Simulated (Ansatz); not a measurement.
A crystal relaxed with r2SCAN in the plane-wave code Ansatz has space group P6_3/mmc (No. 194) and a = 5.974 Å, c = 7.002 Å.

| atom | site | x | y | z |
| --- | --- | --- | --- | --- |
| Xx | 2c | 0.3333 | 0.6667 | 0.2500 |
| Te | 2d | 0.6667 | 0.3333 | 0.2500 |

r2SCAN gives an indirect gap of 2.31 eV, from Γ to K; the least direct gap is 2.57 eV at K. PBE gives an indirect gap of 1.96 eV, from Γ to K; the least direct gap is 2.21 eV at K. Meshes: r2SCAN 6×6×4, PBE 6×6×4.

Q: Which element is Xx?
A. Be
B. Ca
C. Ba
D. Sr

A: C. Xx is Ba: BaTe, h-MgO type. Around Ba lie 5 Te at 3.45–3.50 Å; around Te lie 5 Ba at 3.45–3.50 Å.

No spin polarisation and no zero-point or thermal motion; the cell was built from a prototype and may be hypothetical.

Spin-orbit coupling is left out, which matters wherever the heavy atoms make up the band edges.
